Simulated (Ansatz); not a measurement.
The system is Ga.

```xyz
1
Lattice="2.7165 0.0000 0.0000 0.0000 2.7165 0.0000 0.0000 0.0000 2.7165" Properties=species:S:1:pos:R:3 pbc="T T T"
Ga    0.0000    0.0000    0.0000
```

The cell was built by a generator and needn't be a form met in nature.

```yaml
Program: Ansatz 0.2.0
Task: relaxation of cell and atoms
Functional: HSE06
Potentials_or_basis: Ansatz PAW
Cutoff: "420 eV (not typed: the program's choice for these potentials)"
k_mesh: 5 × 5 × 5
Occupations: fermi-dirac, width 0.05 eV
Spin: no spin polarisation
```

At the start: volume 20.05 Å³/atom.

Problem. How do energy, volume and symmetry change on relaxing?

Solution. It ends after 4 steps and the volume is 19.47 Å³/atom (-2.9 %); space group Pm-3m (No. 221, to 0.05 Å).

Step by step:
```
step  energy change (eV)  largest force (eV/Å)  volume (Å³)
   1              0.0000                0.0000        20.05
   2             -0.0030                0.0000        19.54
   3             -0.0031                0.0000        19.47
   4             -0.0027                0.0000        19.47
```

Final structure:
```
CELL_PARAMETERS angstrom
2.69025 0.00000 0.00000
0.00000 2.69025 0.00000
0.00000 0.00000 2.69025
ATOMIC_POSITIONS crystal
Ga 0.00000 0.00000 0.00000
```

Caveat: the k mesh is coarse (spacing up to 0.46 Å⁻¹), so the values aren't converged, least of all with exact exchange; the plane-wave basis is chosen anew once the cell has moved, so the energies of steps on either side of that aren't comparable; the PAW data sets come from PBE, with cores solved anew for the run's functional, which leaves a small shift of forces and pressure.
